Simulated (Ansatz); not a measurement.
The system is Ag.

```
Ag
1.0
    -1.65565    1.65565    1.65565
     1.65565   -1.65565    1.65565
     1.65565    1.65565   -1.65565
Ag
1
Direct
  0.00000 0.00000 0.00000
```

This isn't the form of Ag at room conditions, which is fcc.

Base run:

| Quantity | Value |
| --- | --- |
| Program | Ansatz 0.2.0 |
| Functional | r2SCAN |
| Potentials or basis | Ansatz PAW |
| Cutoff | 500 eV (not typed: the program's choice for these potentials) |
| k mesh | 11 × 11 × 11 |
| Occupations | fermi-dirac, width 0.05 eV |
| Spin | no spin polarisation |

Its results: band gap on the k mesh none (metal or under the smearing width); pressure -3.7 GPa.

Q: The run is repeated on the same cell with these changes: functional from r2SCAN to PBE; cutoff from 500 eV (not typed: the program's choice for these potentials) to 420 eV (not typed: the program's choice for these potentials); occupations from fermi-dirac, width 0.05 eV to gaussian, width 0.012 eV. What comes out?

A: Band gap on the k mesh none (metal or under the smearing width); pressure -0.8 GPa.

Caveats: the PAW data sets come from PBE, with cores solved anew for the run's functional, which leaves a small shift of forces and pressure (some runs).
